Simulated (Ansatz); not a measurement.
Ti:

```xyz
2
Lattice="2.9500 0.0000 0.0000 -1.4750 2.5548 0.0000 0.0000 0.0000 4.6800" Properties=species:S:1:pos:R:3 pbc="T T T"
Ti    1.4750    0.8516    3.5100
Ti    0.0000    1.7032    1.1700
```

- Program: Ansatz 0.2.0
- Task: relaxation of cell and atoms
- Functional: HF
- Potentials or basis: Ansatz PAW
- Cutoff: 420 eV (not typed: the program's choice for these potentials)
- k mesh: 5 × 5 × 3
- Occupations: fermi-dirac, width 0.05 eV
- Spin: no spin polarisation

At the start: volume 17.64 Å³/atom.

How do energy, volume and symmetry change on relaxing?

It ends after 4 steps and the volume is 18.16 Å³/atom (+3.0 %); space group P6_3/mmc (No. 194, to 0.05 Å).

Step by step:
```csv
step,energy change (eV),largest force (eV/Å),volume (Å³)
1,0.0000,0.0000,35.27
2,-0.0152,0.0000,36.42
3,-0.0155,0.0000,36.32
4,-0.0170,0.0000,36.32
```

Final structure:
```
Ti
1.0
     2.98839    0.00000    0.00000
    -1.49419    2.58802    0.00000
     0.00000    0.00000    4.69591
Ti
2
Direct
  0.66667 0.33333 0.75000
  0.33333 0.66667 0.25000
```

Caveat: the k mesh is coarse (spacing up to 0.49 Å⁻¹), so the values aren't converged, least of all with exact exchange; the plane-wave basis is chosen anew once the cell has moved, so the energies of steps on either side of that aren't comparable; the PAW data sets come from PBE, with cores solved anew for the run's functional, which leaves a small shift of forces and pressure.
